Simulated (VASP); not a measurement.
# Ti (Cmce) in VASP: a series of runs

Runs on Ti. Level: r2SCAN. Tasks: relaxation of cell and atoms, single point.

Everything below comes from runs of VASP 6.6.1. Logs are shortened: lines on timing, memory, paths and dates and some standing lists are left out, and cuts for length are marked.

## 1. The structure

It takes space group Cmce (No. 64, orthorhombic). Conventional cell: a = 4.389 Å, b = 7.438 Å, c = 4.395 Å, α = 90.00°, β = 90.00°, γ = 90.00°. Around Ti (site symmetry m) lie 7 Ti at 2.37 to 2.72 Å.

The cell was built by a generator and needn't be a form met in nature.

## 2. Relaxation of cell and atoms, r2SCAN

The input, POSCAR:

```
Ti
1.0
    2.1943530355     -3.7190214569      0.0000000000
    2.1943530355      3.7190214569      0.0000000000
    0.0000000000      0.0000000000      4.3945437982
Ti
4
Direct
    0.1525000000      0.8475000000      0.0785000000
    0.6525000000      0.3475000000      0.4215000000
    0.8475000000      0.1525000000      0.9215000000
    0.3475000000      0.6525000000      0.5785000000
```

The input, INCAR.step1:

```
SYSTEM = Ti
ALGO = Normal
EDIFF = 1E-4
ENCUT = 600
GGA = PE
ISMEAR = 0
LASPH = .TRUE.
LCHARG = .FALSE.
LREAL = .FALSE.
LWAVE = .TRUE.
NELM = 100
PREC = Accurate
SIGMA = 0.1
```

The input, INCAR.step2:

```
SYSTEM = Ti
ALGO = Normal
EDIFF = 1E-7
EDIFFG = -0.04
ENCUT = 600
IBRION = 2
ISIF = 3
ISMEAR = 0
ISTART = 1
LASPH = .TRUE.
LCHARG = .FALSE.
LMIXTAU = .TRUE.
LREAL = .FALSE.
LWAVE = .FALSE.
METAGGA = R2SCAN
NELM = 100
NSW = 90
PREC = Accurate
SIGMA = 0.1
```

The input, KPOINTS:

```
k-points
0
G
  4 4 4
  0 0 0
```

Potentials or basis: VASP PAW PBE potentials, release 64 (Ti_sv).

Run with:

```bash
cat potpaw_PBE.64/Ti_sv/POTCAR > POTCAR
cp INCAR.step1 INCAR
mpirun -np 1 vasp_std > vasp.out
cp INCAR.step2 INCAR
mpirun -np 1 vasp_std > vasp.out
```

OUTCAR:

```text
SYSTEM = Ti
   EDIFF = 1E-7
   EDIFFG = -0.04
   ENCUT = 600
   IBRION = 2
   ISIF = 3
   ISMEAR = 0
   ISTART = 1
   LASPH = .TRUE.
   LREAL = .FALSE.
   METAGGA = R2SCAN
   NELM = 100
   NSW = 90
   PREC = Accurate

 ion  position               nearest neighbor table
   1  0.153  0.847  0.078-   3 2.37   4 2.63   4 2.63   2 2.66   2 2.66   3 2.72   3 2.72
   2  0.653  0.347  0.422-   4 2.37   3 2.63   3 2.63   1 2.66   1 2.66   4 2.72   4 2.72
   3  0.847  0.153  0.922-   1 2.37   2 2.63   2 2.63   4 2.66   4 2.66   1 2.72   1 2.72
   4  0.347  0.653  0.578-   2 2.37   1 2.63   1 2.63   3 2.66   3 2.66   2 2.72   2 2.72

  LATTYP: Found a base centered orthorhombic cell.
 ALAT       =     4.3887060710
 B/A-ratio  =     1.6948145520
 C/A-ratio  =     1.0013301705

  Lattice vectors:

 A1 = (   2.1943530355,  -3.7190214569,   0.0000000000)
 A2 = (   2.1943530355,   3.7190214569,   0.0000000000)
 A3 = (   0.0000000000,   0.0000000000,   4.3945437982)

Analysis of symmetry for initial positions (statically):
=====================================================================
 Subroutine PRICEL returns:
 Original cell was already a primitive cell.

 Routine SETGRP: Setting up the symmetry group for a
 base centered orthorhombic supercell.

 Subroutine GETGRP returns: Found  8 space group operations
 (whereof  4 operations were pure point group operations)
 out of a pool of  8 trial point group operations.

The static configuration has the point symmetry C_2h.
 The point group associated with its full space group is D_2h.

Analysis of symmetry for dynamics (positions and initial velocities):
=====================================================================
 Subroutine PRICEL returns:
 Original cell was already a primitive cell.

 Routine SETGRP: Setting up the symmetry group for a
 base centered orthorhombic supercell.

 Subroutine GETGRP returns: Found  8 space group operations
 (whereof  4 operations were pure point group operations)
 out of a pool of  8 trial point group operations.

The dynamic configuration has the point symmetry C_2h.
 The point group associated with its full space group is D_2h.

 Subroutine INISYM returns: Found  8 space group operations
 (whereof  4 operations are pure point group operations),
 and found     1 'primitive' translations

----------------------------------------------------------------------------------------

                                     Primitive cell

  volume of cell :      71.7264

  direct lattice vectors                    reciprocal lattice vectors
     2.194353035 -3.719021457  0.000000000     0.227857593 -0.134443968  0.000000000
[... 95 lines left out ...]
   TEBEG  =    0.0;   TEEND  =   0.0 temperature during run
   PSTRESS=    0.0 pullay stress
   NELECT =      48.0000    total number of electrons
   NUPDOWN=      -1.0000    fix difference up-down
   EMIN   =  10.00;   EMAX   =-10.00  energy-range for DOS
   EFERMI =   0.00;   METHOD = LEGACY
   ISMEAR =     0;   SIGMA  =   0.10  broadening in eV -4-tet -1-fermi 0-gaus
   EFERMI_NEDOS =   21; number of points for ismear=-14 and -15
   IALGO  =     38    algorithm
   IMIX   =      4    mixing-type and parameters
     AMIX     =   0.40;   BMIX     =  1.00
     AMIX_MAG =   1.60;   BMIX_MAG =  1.00
  volume/ion in A,a.u.               =      17.93       121.01
  Fermi-wavevector in a.u.,A,eV,Ry     =   1.431954  2.706000 27.898622  2.050491
  Thomas-Fermi vector in A             =   2.551634
   LORBIT       =      0    0 simple, 1 ext, 2 COOP (PROOUT), +10 PAW based schemes
   METAGGA = R2SCAN    functional components
   LHFCALC =     F    Hartree Fock is set to
   AEXX    =    0.0000 exact exchange contribution
   IVDW    =     0    specifies the selected vdW correction
   LEPSILON=     F    determine dielectric tensor
   LRPA    =     F    only Hartree local field effects (RPA)
 conjugate gradient relaxation of ions
 non-spin polarized calculation
 Gauss-broadening in eV      SIGMA  =   0.10
  energy-cutoff  :      600.00
  volume of cell :       71.73
 maximum number of plane-waves:      2411
 NGX is ok and might be reduce to    36

--------------------------------------- Ionic step        1  -------------------------------------------

 number of electron      47.9999993 magnetization

 Free energy of the ion-electron system (eV)
  ---------------------------------------------------
  ext. energy  EPLUGINS =         0.00000000
  ---------------------------------------------------
  free energy    TOTEN  =       -46.81410654 eV

  energy without entropy =      -46.76282649  energy(sigma->0) =      -46.78846652

------------------------ aborting loop because EDIFF is reached ----------------------------------------

  FORCE on cell =-STRESS in cart. coord.  units (eV):
  Direction    XX          YY          ZZ          XY          YZ          ZX
  --------------------------------------------------------------------------------------
  -------------------------------------------------------------------------------------
  Total        2.5836547      8.4634691      0.7963611      0.0000000     -0.0000000      0.0000000
  in kB       57.7119944    189.0514536     17.7885946      0.0000000     -0.0000000      0.0000000
  external PRESSURE =      88.1840142 kB  Pullay stress =       0.0000000 kB
[... 95 lines left out ...]
  FREE ENERGIE OF THE ION-ELECTRON SYSTEM (eV)
  ---------------------------------------------------
  free  energy   TOTEN  =       -47.6097151538 eV

  energy  without entropy=      -47.5689393922  energy(sigma->0) =      -47.58932727

[... ionic steps 4 to 26 ...]

--------------------------------------- Ionic step       27  -------------------------------------------

 number of electron      47.9999990 magnetization

------------------------ aborting loop because EDIFF is reached ----------------------------------------
[... 71 lines left out ...]
--------------------------------------- Ionic step       29  -------------------------------------------

 number of electron      47.9999990 magnetization

 Free energy of the ion-electron system (eV)
  ---------------------------------------------------
  ext. energy  EPLUGINS =         0.00000000
  ---------------------------------------------------
  free energy    TOTEN  =       -50.83425812 eV

  energy without entropy =      -50.82533534  energy(sigma->0) =      -50.82979673

 E-fermi :   7.6240     XC(G=0): -11.9242

 val. band max:        7.5996576078   @ k =   0.5000   0.0000   0.5000
 cond. band min:       7.6312746503   @ k =   0.2500   0.2500   0.5000
 fundamental gap:      0.0316170426
 Fermi energy:         7.6239544555

 k-point     1 :       0.0000    0.0000    0.0000
  band No.  band energies     occupation
      1     -51.4554      2.00000
      2     -51.2772      2.00000
      3     -51.2256      2.00000
      4     -51.1882      2.00000
      5     -26.9942      2.00000
      6     -26.9411      2.00000
[... 671 lines left out ...]
  FREE ENERGIE OF THE ION-ELECTRON SYSTEM (eV)
  ---------------------------------------------------
  free  energy   TOTEN  =       -50.8342581185 eV

  energy  without entropy=      -50.8253353358  energy(sigma->0) =      -50.82979673

 reached required accuracy - stopping structural energy minimisation
```

OUTCAR.step1:

```text
SYSTEM = Ti
   EDIFF = 1E-4
   ENCUT = 600
   GGA = PE
   ISMEAR = 0
   LASPH = .TRUE.
   LREAL = .FALSE.
   NELM = 100
[... 877 lines left out ...]
      2.19435     -1.13430      1.85230         0.000000     -0.181479      0.327493
      2.19435     -2.58472      4.04957         0.000000      0.181479      0.327493
      2.19435      1.13430      2.54224         0.000000      0.181479     -0.327493
 -----------------------------------------------------------------------------------
    total drift:                                0.000000      0.000000     -0.000000

  FREE ENERGIE OF THE ION-ELECTRON SYSTEM (eV)
  ---------------------------------------------------
  free  energy   TOTEN  =       -26.8460335161 eV

  energy  without entropy=      -26.7950864886  energy(sigma->0) =      -26.82056000
```

Run time: 40 min. Hardware: 1 thread of Intel Xeon 6975P-C (Granite Rapids), shared host; peak memory 0.24 GiB.

Results:

* Free energy: -50.8343 eV
* Relaxed volume: 18.49 Å³/atom
* Relaxed cell: a = 5.251 Å, b = 5.251 Å, c = 3.979 Å, α = 90.00°, β = 90.00°, γ = 137.63°
* Space group after relaxing (to 0.05 Å): Fmmm (No. 69)
* Energy gained by relaxing: 1005.0 meV/atom
* Ionic steps: 29
* Pressure after relaxing: 0.1 GPa
* Largest force after relaxing: 0.029 eV/Å
* Band gap on the k mesh: none (metal or under the smearing width)

Forces on the atoms (eV/Å):
```
Ti   0.000  0.018  0.023
Ti   0.000  0.018 -0.023
Ti   0.000 -0.018 -0.023
Ti   0.000 -0.018  0.023
```

Step by step:
```tsv
step	energy change (eV)	largest force (eV/Å)	pressure (GPa)	volume (Å³)
1	0.0000	0.4187	8.82	71.73
2	-0.7110	1.1416	-1.98	82.29
3	-0.7956	1.5018	-9.60	93.36
4	-0.8371	1.4116	-7.25	89.35
5	-1.2634	1.6603	-9.01	91.15
6	-2.1969	1.7529	-12.84	95.24
7	-3.0918	1.5380	-8.88	87.62
8	-3.4731	1.2357	-1.75	80.23
9	-3.4737	1.2181	-1.15	79.67
10	-3.6820	0.9577	-0.67	78.40
11	-3.9069	0.8243	1.07	75.25
12	-3.9631	0.3301	-1.40	75.79
13	-3.9663	0.2596	-2.09	75.96
14	-3.9891	0.1253	-0.47	74.29
15	-3.9915	0.0690	0.29	73.57
16	-3.9935	0.0435	0.09	73.72
17	-3.9950	0.0969	-0.29	74.01
18	-3.9964	0.0902	-0.16	73.98
19	-3.9992	0.1237	0.27	73.86
20	-3.9985	0.2904	1.15	73.60
21	-4.0000	0.1887	0.63	73.75
22	-4.0011	0.1870	0.59	73.81
23	-4.0042	0.1828	0.45	73.96
24	-4.0095	0.1757	0.18	74.24
25	-4.0147	0.1704	-0.31	74.75
26	-4.0175	0.1053	-0.33	74.60
27	-4.0195	0.0381	-0.36	74.28
28	-4.0196	0.0289	-0.35	74.31
29	-4.0202	0.0293	0.09	73.96
```

Final structure:
```
Ti
1.0
     1.89783   -4.89632    0.00000
     1.89783    4.89632    0.00000
     0.00000    0.00000    3.97936
Ti
4
Direct
  0.15040 0.84960 0.99966
  0.65040 0.34960 0.50034
  0.84960 0.15040 0.00034
  0.34960 0.65040 0.49966
```

Caveat: the k mesh is coarse (spacing up to 0.42 Å⁻¹), so the values aren't converged; the PAW data sets were made with another functional, which shifts forces and pressure a little.

## 3. Single point, r2SCAN

This run uses another cell than the first one: it holds 2 atoms, not 4.

The input, POSCAR:

```
Ti
1.0
   -2.5205487218      2.5205487218      1.3750058557
    2.5205487218     -2.5205487218      1.3750058557
    2.5205487218      2.5205487218     -1.3750058557
Ti
2
Direct
    0.0000000000      0.0000000000      0.0000000000
    0.7500000000      0.2500000000      0.5000000000
```

The input, INCAR.step1:

```
SYSTEM = Ti
ALGO = Normal
EDIFF = 1E-4
ENCUT = 520
GGA = PE
ISMEAR = 0
LASPH = .True.
LCHARG = .False.
LREAL = .False.
LWAVE = .True.
NBANDS = 19
NELM = 100
PREC = Accurate
SIGMA = 0.1
```

The input, INCAR.step2:

```
SYSTEM = Ti
ALGO = Normal
EDIFF = 1E-6
ENCUT = 520
ISIF = 2
ISMEAR = 0
ISTART = 1
LASPH = .True.
LCHARG = .False.
LMIXTAU = .True.
LREAL = .False.
LWAVE = .False.
METAGGA = R2SCAN
NBANDS = 19
NELM = 100
PREC = Accurate
SIGMA = 0.1
```

The input, KPOINTS:

```
k-points
0
Gamma
  8 8 8
  0 0 0
```

Potentials or basis: VASP PAW PBE potentials, release 64 (Ti_sv).

Run with:

```bash
cat potpaw_PBE.64/Ti_sv/POTCAR > POTCAR
cp INCAR.step1 INCAR
mpirun -np 1 vasp_std > vasp.out
cp INCAR.step2 INCAR
mpirun -np 1 vasp_std > vasp.out
```

Wall time 89 s (1 thread of Intel Xeon 6975P-C (Granite Rapids), shared host); peak memory 0.18 GiB.

It converged, with:

| Quantity | Value |
| --- | --- |
| Free energy | -24.9771 eV |
| Pressure | -0.9 GPa |
| Band gap on the k mesh | none (metal or under the smearing width) |

Stress tensor (GPa, compression positive):
```
-2.29  0.00  0.00
 0.00 -2.29  0.00
 0.00  0.00  1.94
```

Levels at points of the mesh, in eV from the Fermi level:
| k point | band 8 | band 9 | band 10 | band 11 | band 12 | band 13 | band 14 | band 15 | band 16 | band 17 |
| --- | --- | --- | --- | --- | --- | --- | --- | --- | --- | --- |
| (0.00, 0.00, 0.00) | -33.63 | -6.13 | -2.65 | -0.89 | -0.52 | 0.21 | 2.85 | 2.85 | 2.86 | 2.86 |
| (0.50, 0.00, 0.00) | -33.59 | -2.26 | -2.02 | -1.02 | -0.06 | 0.99 | 1.51 | 1.54 | 2.95 | 3.63 |
| (0.50, 0.50, 0.00) | -33.60 | -3.20 | -3.20 | -0.40 | -0.40 | 0.60 | 0.60 | 2.29 | 2.29 | 3.47 |
| (0.50, 0.50, 0.50) | -33.54 | -2.11 | -2.11 | -0.03 | -0.03 | 0.19 | 0.19 | 2.48 | 2.48 | 3.15 |

Caveat: the PAW data sets were made with another functional, which shifts forces and pressure a little.

## 4. Single point, r2SCAN

This run uses another cell than the first one: it holds 2 atoms, not 4.

The input, POSCAR:

```
Ti
1.0
    0.0000000000      2.7753674163      2.7753674163
    2.7753674163      0.0000000000      2.7753674163
    2.7753674163      2.7753674163      0.0000000000
Ti
2
Direct
    0.0000000000      0.0000000000      0.0000000000
    0.2500000000      0.2500000000      0.2500000000
```

The input, INCAR.step1:

```
PREC     = Accurate       # precision mode
ENCUT    = 520            # plane-wave cutoff, eV
ISMEAR   = 0              # smearing method
SIGMA    = 0.1            # smearing width, eV
LREAL    = False          # projectors in reciprocal space
LASPH    = True           # aspherical terms in the spheres
NELM     = 100            # most SCF steps
NBANDS   = 19             # bands
GGA      = PE             # functional
ALGO     = Normal         # electronic algorithm
EDIFF    = 1E-4           # SCF threshold, eV
LWAVE    = True           # write WAVECAR
LCHARG   = False          # write CHGCAR
```

The input, INCAR.step2:

```
PREC     = Accurate       # precision mode
ENCUT    = 520            # plane-wave cutoff, eV
EDIFF    = 1E-7           # SCF threshold, eV
ISMEAR   = 0              # smearing method
SIGMA    = 0.1            # smearing width, eV
LREAL    = False          # projectors in reciprocal space
LASPH    = True           # aspherical terms in the spheres
NELM     = 100            # most SCF steps
ALGO     = Normal         # electronic algorithm
ISIF     = 2              # what is computed and relaxed
LWAVE    = False          # write WAVECAR
LCHARG   = True           # write CHGCAR
METAGGA  = R2SCAN         # meta-GGA
LMIXTAU  = True         
LELF     = True           # ELF
LVHAR    = True         
NBANDS   = 19             # bands
ISTART   = 1
```

The input, KPOINTS:

```
Automatic mesh
0
Gamma
  18 18 18
```

Run with:

```bash
cat potpaw_PBE.64/Ti_sv/POTCAR > POTCAR
cp INCAR.step1 INCAR
mpirun -np 1 vasp_std > vasp.out
cp INCAR.step2 INCAR
mpirun -np 1 vasp_std > vasp.out
```

Wall time 7.2 min (1 thread of Intel Xeon 6975P-C (Granite Rapids), shared host); peak memory 0.27 GiB.

Results (log left out):

```
Free energy            : -20.7369 eV
Pressure               : 0.4 GPa
Band gap on the k mesh : none (metal or under the smearing width)
```

Levels at points of the mesh, in eV from the Fermi level:
| k point | band 9 | band 10 | band 11 | band 12 | band 13 | band 14 | band 15 | band 16 |
| --- | --- | --- | --- | --- | --- | --- | --- | --- |
| (0.00, 0.00, 0.00) | -5.30 | -0.86 | -0.86 | -0.16 | -0.16 | -0.16 | 1.83 | 1.83 |
| (0.50, 0.00, 0.00) | -1.87 | -1.76 | -0.85 | -0.85 | -0.15 | -0.15 | 0.59 | 2.69 |
| (0.50, 0.50, 0.00) | -2.21 | -2.21 | -0.02 | -0.02 | 0.42 | 0.42 | 1.56 | 1.56 |

Caveat: the PAW data sets were made with another functional, which shifts forces and pressure a little.

## 5. Overview

```csv
task,cell,k mesh,cutoff (eV),mesh quality,gap on the mesh (eV),pressure (GPa)
relaxation of cell and atoms,relaxed,4 × 4 × 4,600,coarse,none,0.1
single point,"I4_1/amd, 17.47 Å³/atom",8 × 8 × 8,520,not flagged,none,-0.9
single point,"Fd-3m, 21.38 Å³/atom",18 × 18 × 18,520,not flagged,none,0.4
```

Alike in all rows: level r2SCAN; potentials or basis VASP PAW PBE potentials, release 64 (Ti_sv); no spin polarisation; smearing gaussian 0.1 eV.

Caveats: some runs use coarse meshes; the PAW data sets were made with another functional, which shifts forces and pressure a little.

Total energies depend on the potentials used, so only differences within one code and one set of settings carry meaning.
